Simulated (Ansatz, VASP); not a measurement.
# Two plane-wave programs on W

The input INCAR:

```
  PREC = Accurate
  ENCUT = 600
  EDIFF = 1E-7
  ISMEAR = 0
  SIGMA = 0.1
  LREAL = F
  LASPH = T
  NELM = 100
  ALGO = Normal
  ISIF = 3
  LWAVE = F
  LCHARG = F
  GGA = PS
  IBRION = 2
  NSW = 80
  EDIFFG = -0.01
```

KPOINTS

```
regular mesh
0
Gamma
  18 18 18
```

Contents of POSCAR:

```
W
1.0
   -1.5861829274      1.5861829274      1.5861829274
    1.5861829274     -1.5861829274      1.5861829274
    1.5861829274      1.5861829274     -1.5861829274
W
1
Direct
    0.0000000000      0.0000000000      0.0000000000
```

Input for Ansatz:

```yaml
crystal:
  lattice:
    - [-1.5861829274, 1.5861829274, 1.5861829274]
    - [1.5861829274, -1.5861829274, 1.5861829274]
    - [1.5861829274, 1.5861829274, -1.5861829274]
  atoms:
    - { symbol: W, position: [0.0, 0.0, 0.0] }
basis:
  ecutwfc: 420
kpoints:
  mp_grid: { grid: [18, 18, 18] }
hamiltonian:
  xc: pbesol
scf:
  occupations: { method: gaussian, width: 0.1 }
output:
  forces: true
  stress: true
  eigenvalues: true
relax:
  adjacent_minimum: "off"
  f_tol: 0.01
  max_steps: 60
  cell: { stress_tol: 0.1 }
```

Alike in both runs: task relaxation of cell and atoms; functional PBEsol; k mesh 18 × 18 × 18; occupations gaussian, width 0.1 eV; no spin polarisation.

```csv
,VASP,Ansatz
version,VASP 6.6.1,Ansatz 0.2.0
potentials or method,"VASP PAW PBE potentials, release 64 (W_sv)","scalar-relativistic, plane waves, PAW"
plane-wave cutoff (eV),600,420
valence electrons in the cell,14,14
```

|  | VASP | Ansatz | Ansatz less VASP |
| --- | --- | --- | --- |
| gap on the k mesh at the Fermi level, each at its own relaxed structure (eV) | none | none | - |
| relaxed volume (Å³/atom) | 15.73 | 15.69 | -0.034 |
| relaxed cell length with the largest relative difference (Å) | 2.734 | 2.732 | -0.0020 |
| energy change over the relaxation (meV/atom) | -4 | -5 | -1.0 |

A gap of «none» marks a metal or a gap that the smearing closes.

Caveats: the PAW data sets were made with another functional, which shifts forces and pressure a little (VASP). The runs have no spin-orbit coupling, so splittings on W are missing.
